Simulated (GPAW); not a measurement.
# 1T-MnO2 monolayer: work function by functional and basis, part 2 of 3

Aim: the work function of both faces of 1T-MnO2 monolayer, and its spread over functionals and bases. Where a layer proves gapped, the work function hangs on where the smearing puts the Fermi level, and the band edges take its place.

GPAW 26.7.0; GPAW, PAW setups; layer in a repeated cell with vacuum, relaxation of atoms and in-plane cell (the session's first sound run).

So far, upper work function (eV): step 3 (the slab's potential) 7.17.

## Step 4: Self-consistent run: xc = "LDA"

Level of this step: GPAW, PAW setups; slab in vacuum (GPAW).

The same geometry under LDA, to see how far the functional moves the levels against the vacuum.

run.py

```python
import json
import numpy as np
from ase import Atoms
from gpaw import GPAW, PW

slab = Atoms(
    ['O', 'Mn', 'O'],
    positions=[
        [1.42619, 0.82341, 9.00000],
        [-0.00000, 0.00000, 9.97885],
        [0.00000, 1.64682, 10.95770]],
    cell=[[2.85237, 0.0, 0.0], [-1.42619, 2.47023, 0.0], [0.0, 0.0, 19.9577]],
    pbc=[True, True, False],
    magmoms=[0.0, 4.0, 0.0])

slab.calc = GPAW(mode=PW(500), xc='LDA', kpts={'size': (12, 12, 1), 'gamma': True},
                 occupations={'name': 'fermi-dirac', 'width': 0.05}, nbands='160%',
                 convergence={'density': 1e-05}, maxiter=200,
                 poissonsolver={'dipolelayer': 'xy'},
                 symmetry={'tolerance': 1e-3}, txt='slab.txt')
result = {}
energy = slab.get_potential_energy()
fermi = slab.calc.get_fermi_level()
v = slab.calc.get_electrostatic_potential().mean((0, 1)) - fermi
n = slab.calc.get_pseudo_density().mean((0, 1))
L = slab.cell[2, 2]
z = np.arange(len(v)) * L / len(v)
low, high = slab.positions[:, 2].min(), slab.positions[:, 2].max()
below, above = np.interp([low - 6.8, high + 6.8], z, v)
slopes = [np.interp(x, z, np.gradient(v, z)) for x in (low - 6.8, high + 6.8)]
eps = np.array([[slab.calc.get_eigenvalues(k, s) for k in range(len(slab.calc.get_ibz_k_points()))]
                for s in range(slab.calc.get_number_of_spins())]) - fermi
top, bottom = eps[eps < 0].max(), eps[eps > 0].min()
dipole = slab.get_dipole_moment()[2]
print(f'energy {energy:.4f} eV, Fermi level {fermi:.4f} eV, dipole {dipole:.5f} e A')
print(f'potential 6.8 A off the faces, from the Fermi level: lower {below:.4f} eV, upper {above:.4f} eV')
print(f'slope of the potential there: lower {slopes[0]:.5f}, upper {slopes[1]:.5f} eV/A')
print(f'nearest levels on the mesh: {top:.4f} and {bottom:.4f} eV')
print('magnetic moment', round(slab.get_magnetic_moment(), 3))
result.update(energy=energy, fermi=fermi, dipole=dipole, below=below, above=above, slopes=slopes, edges=[top, bottom],
              z=z.tolist(), v=v.tolist(), n=n.tolist(), positions=slab.positions.tolist(),
              forces=slab.get_forces(apply_constraint=False).tolist(), moments=slab.get_magnetic_moments().tolist())
json.dump(result, open('result.json', 'w'))
```

Command:

```bash
OMP_NUM_THREADS=1 OPENBLAS_NUM_THREADS=1 python run.py
```

The program printed:

```text
energy -26.4395 eV, Fermi level -4.8519 eV, dipole -0.00005 e A
potential 6.8 A off the faces, from the Fermi level: lower 7.5246 eV, upper 7.5246 eV
slope of the potential there: lower -0.00087, upper 0.00087 eV/A
nearest levels on the mesh: -0.3989 and 0.3010 eV
magnetic moment 3.0
```

Elapsed: 58 s, on 1 thread of Arm Neoverse V1, shared host; peak memory 0.24 GiB.

This step gave:

```
dipole along the normal                    : -5.19e-5 e·Å
levels nearest the Fermi level on the mesh : -0.3989, 0.3010 eV from the Fermi level
upper work function                        : 7.525 eV
lower work function                        : 7.525 eV
site moments                               : 0.04118, 2.786, 0.04118 μB
upper ionisation energy                    : 7.923 eV
sum of the site moments                    : 2.868 μB
```

Table of electrostatic potential energy of an electron (without an applied field's), less the Fermi level, planar mean by z:

```
z (Å)  electrostatic potential energy of an electron (without an applied field's), less the Fermi level, planar mean (eV)
  0.0                                                                                                                7.53
  0.5                                                                                                                7.53
  1.0                                                                                                                7.53
  1.5                                                                                                                7.52
  2.0                                                                                                                7.52
  2.5                                                                                                                7.52
  3.0                                                                                                                7.52
  3.5                                                                                                                7.52
  4.0                                                                                                                7.52
  4.5                                                                                                                7.52
  5.0                                                                                                                7.52
  5.5                                                                                                                7.52
  6.0                                                                                                                7.52
  6.5                                                                                                                7.52
  7.0                                                                                                                7.50
  7.5                                                                                                                7.41
  8.0                                                                                                                6.82
  8.5                                                                                                                2.67
  9.0                                                                                                               -11.8
  9.5                                                                                                               -10.1
 10.0                                                                                                               -16.7
 10.5                                                                                                               -9.76
 11.0                                                                                                               -11.2
 11.5                                                                                                                3.47
 12.0                                                                                                                6.92
 12.5                                                                                                                7.43
 13.0                                                                                                                7.50
 13.5                                                                                                                7.52
 14.0                                                                                                                7.52
 14.5                                                                                                                7.52
 15.0                                                                                                                7.52
 15.5                                                                                                                7.52
 16.0                                                                                                                7.52
 16.5                                                                                                                7.52
 17.0                                                                                                                7.52
 17.5                                                                                                                7.52
 18.0                                                                                                                7.52
 18.5                                                                                                                7.52
 19.0                                                                                                                7.53
 19.5                                                                                                                7.53
```

Table of pseudo valence density, planar mean by z:

```
z (Å)  pseudo valence density, planar mean (e/Å³)
    6                                      3.9e-5
    7                                     0.00130
    8                                      0.0583
    9                                        1.04
   10                                        2.46
   11                                        1.03
   12                                      0.0493
   13                                     0.00114
   14                                      3.4e-5
```

Force by atom:

```
atom  x (eV/Å)  y (eV/Å)  z (eV/Å)   size
  O1     0.000     0.000     0.957  0.957
 Mn2     0.000     0.000     0.000  0.000
  O3     0.000     0.000    -0.957  0.957
```

The highest filled level lies 0.399 eV under the Fermi level, so the ionisation energy from the upper face is 7.525 + 0.399 = 7.923 eV, against 7.764 eV in the base run.

## Step 5: Self-consistent run: xc = "vdW-DF2"

The same geometry under vdW-DF2, to see how far the functional moves the levels against the vacuum (the van der Waals functionals take revPBE setups).

Edit run.py of step 4 so:

```diff
@@ -15,3 +15,3 @@
 
-slab.calc = GPAW(mode=PW(500), xc='LDA', kpts={'size': (12, 12, 1), 'gamma': True},
+slab.calc = GPAW(mode=PW(500), xc='vdW-DF2', kpts={'size': (12, 12, 1), 'gamma': True},
                  occupations={'name': 'fermi-dirac', 'width': 0.05}, nbands='160%',
```

The program printed:

```text
energy -92.9885 eV, Fermi level -5.0362 eV, dipole -0.00005 e A
potential 6.8 A off the faces, from the Fermi level: lower 7.7807 eV, upper 7.7807 eV
slope of the potential there: lower -0.00086, upper 0.00086 eV/A
nearest levels on the mesh: -0.5253 and 0.4263 eV
magnetic moment 3.0
```

Wall time 72 s (1 thread); peak memory 0.38 GiB.

Numbers from this step:

* dipole along the normal: -5.39e-5 e·Å
* levels nearest the Fermi level on the mesh: -0.5253, 0.4263 eV from the Fermi level
* upper work function: 7.781 eV
* lower work function: 7.781 eV
* site moments: 0.05735, 2.762, 0.05735 μB
* upper ionisation energy: 8.306 eV
* sum of the site moments: 2.876 μB

The highest filled level lies 0.525 eV under the Fermi level, so the ionisation energy from the upper face is 7.781 + 0.525 = 8.306 eV, against 7.764 eV in the base run.

## Step 6: Self-consistent run: xc = "revPBE"

The same geometry under revPBE, to see how far the functional moves the levels against the vacuum.

Edit run.py of step 5 so:

```diff
@@ -15,3 +15,3 @@
 
-slab.calc = GPAW(mode=PW(500), xc='vdW-DF2', kpts={'size': (12, 12, 1), 'gamma': True},
+slab.calc = GPAW(mode=PW(500), xc='revPBE', kpts={'size': (12, 12, 1), 'gamma': True},
                  occupations={'name': 'fermi-dirac', 'width': 0.05}, nbands='160%',
```

The program printed:

```text
energy -23.0437 eV, Fermi level -4.3502 eV, dipole -0.00005 e A
potential 6.8 A off the faces, from the Fermi level: lower 7.0231 eV, upper 7.0231 eV
slope of the potential there: lower -0.00086, upper 0.00086 eV/A
nearest levels on the mesh: -0.6378 and 0.5460 eV
magnetic moment 3.0
```

Wall time 65 s (1 thread); peak memory 0.25 GiB.

This step gave:

- dipole along the normal: -5.27e-5 e·Å
- levels nearest the Fermi level on the mesh: -0.6378, 0.5460 eV from the Fermi level
- upper work function: 7.023 eV
- lower work function: 7.023 eV
- site moments: 0.03049, 2.837, 0.03049 μB
- upper ionisation energy: 7.661 eV
- sum of the site moments: 2.898 μB

Electrostatic potential energy of an electron (without an applied field's), less the Fermi level, planar mean against z:

```
z (Å)  electrostatic potential energy of an electron (without an applied field's), less the Fermi level, planar mean (eV)
    0                                                                                                                7.02
    1                                                                                                                7.02
    2                                                                                                                7.02
    3                                                                                                                7.02
    4                                                                                                                7.02
    5                                                                                                                7.02
    6                                                                                                                7.02
    7                                                                                                                7.00
    8                                                                                                                6.32
    9                                                                                                               -12.3
   10                                                                                                               -17.3
   11                                                                                                               -11.6
   12                                                                                                                6.42
   13                                                                                                                7.00
   14                                                                                                                7.02
   15                                                                                                                7.02
   16                                                                                                                7.02
   17                                                                                                                7.02
   18                                                                                                                7.02
   19                                                                                                                7.02
```

The highest filled level lies 0.638 eV under the Fermi level, so the ionisation energy from the upper face is 7.023 + 0.638 = 7.661 eV, against 7.764 eV in the base run.

## Step 7: Self-consistent run: xc = "RPBE"

The same geometry under RPBE, to see how far the functional moves the levels against the vacuum.

Edit run.py of step 6 so:

```diff
@@ -15,3 +15,3 @@
 
-slab.calc = GPAW(mode=PW(500), xc='revPBE', kpts={'size': (12, 12, 1), 'gamma': True},
+slab.calc = GPAW(mode=PW(500), xc='RPBE', kpts={'size': (12, 12, 1), 'gamma': True},
                  occupations={'name': 'fermi-dirac', 'width': 0.05}, nbands='160%',
```

The program printed:

```text
energy -22.8819 eV, Fermi level -4.3355 eV, dipole -0.00005 e A
potential 6.8 A off the faces, from the Fermi level: lower 7.0139 eV, upper 7.0139 eV
slope of the potential there: lower -0.00086, upper 0.00086 eV/A
nearest levels on the mesh: -0.6526 and 0.5613 eV
magnetic moment 3.0
```

Elapsed: 65 s, on 1 thread; peak memory 0.25 GiB.

Numbers from this step:

| Quantity | Value |
| --- | --- |
| dipole along the normal | -5.28e-5 e·Å |
| levels nearest the Fermi level on the mesh | -0.6526, 0.5613 eV from the Fermi level |
| upper work function | 7.014 eV |
| lower work function | 7.014 eV |
| site moments | 0.02877, 2.843, 0.02877 μB |
| upper ionisation energy | 7.666 eV |
| sum of the site moments | 2.900 μB |

The highest filled level lies 0.653 eV under the Fermi level, so the ionisation energy from the upper face is 7.014 + 0.653 = 7.666 eV, against 7.764 eV in the base run.

## Step 8: OptPBE vdW: xc = "optPBE-vdW"

The same geometry under optPBE-vdW, to see how far the functional moves the levels against the vacuum (the van der Waals functionals take revPBE setups).

Edit run.py of step 7 so:

```diff
@@ -15,3 +15,3 @@
 
-slab.calc = GPAW(mode=PW(500), xc='RPBE', kpts={'size': (12, 12, 1), 'gamma': True},
+slab.calc = GPAW(mode=PW(500), xc='optPBE-vdW', kpts={'size': (12, 12, 1), 'gamma': True},
                  occupations={'name': 'fermi-dirac', 'width': 0.05}, nbands='160%',
```

The program printed:

```text
energy -37.4045 eV, Fermi level -4.7793 eV, dipole -0.00005 e A
potential 6.8 A off the faces, from the Fermi level: lower 7.4855 eV, upper 7.4855 eV
slope of the potential there: lower -0.00088, upper 0.00088 eV/A
nearest levels on the mesh: -0.5604 and 0.4652 eV
magnetic moment 3.0
```

Run time: 71 s. Hardware: 1 thread; peak memory 0.38 GiB.

Numbers from this step:

```yaml
dipole_along_the_normal: -5.33e-5 e·Å
levels_nearest_the_fermi_level_on_the_mesh: -0.5604, 0.4652 eV from the Fermi level
upper_work_function: 7.485 eV
lower_work_function: 7.485 eV
site_moments: 0.03891, 2.812, 0.03891 μB
upper_ionisation_energy: 8.046 eV
sum_of_the_site_moments: 2.890 μB
```

The highest filled level lies 0.560 eV under the Fermi level, so the ionisation energy from the upper face is 7.485 + 0.560 = 8.046 eV, against 7.764 eV in the base run.

## Step 9: Real-space grid: mode = "fd"

A real-space grid is a second complete basis, so it checks the plane-wave result.

Edit run.py of step 8 so:

```diff
@@ -3,3 +3,3 @@
 from ase import Atoms
-from gpaw import GPAW, PW
+from gpaw import GPAW
 
@@ -15,3 +15,3 @@
 
-slab.calc = GPAW(mode=PW(500), xc='optPBE-vdW', kpts={'size': (12, 12, 1), 'gamma': True},
+slab.calc = GPAW(mode='fd', h=0.18, xc='PBE', kpts={'size': (12, 12, 1), 'gamma': True},
                  occupations={'name': 'fermi-dirac', 'width': 0.05}, nbands='160%',
```

The program printed:

```text
energy -25.5587 eV, Fermi level -7.1759 eV, dipole -0.00006 e A
potential 6.8 A off the faces, from the Fermi level: lower 7.1759 eV, upper 7.1759 eV
slope of the potential there: lower -0.00000, upper 0.00000 eV/A
nearest levels on the mesh: -0.5940 and 0.5026 eV
magnetic moment 3.0
```

It took 2.2 min on 1 thread; peak memory 0.44 GiB.

Numbers from this step:

* dipole along the normal: -5.73e-5 e·Å
* levels nearest the Fermi level on the mesh: -0.5940, 0.5026 eV from the Fermi level
* upper work function: 7.176 eV
* lower work function: 7.176 eV
* site moments: 0.03527, 2.820, 0.03527 μB
* upper ionisation energy: 7.770 eV
* sum of the site moments: 2.891 μB

The highest filled level lies 0.594 eV under the Fermi level, so the ionisation energy from the upper face is 7.176 + 0.594 = 7.770 eV, against 7.764 eV in the base run.

(Part 2 of 3 ends here.)

[Logs are printed without paths, hosts, clocks, repeated set-up lines and the standing remarks that a program may print on its own settings, such as how far it seeks lower states.]

[Hosts, paths, dates, database ids (printed as entryN), source tags and the programs' standing remarks are cut or masked in the printed files.]
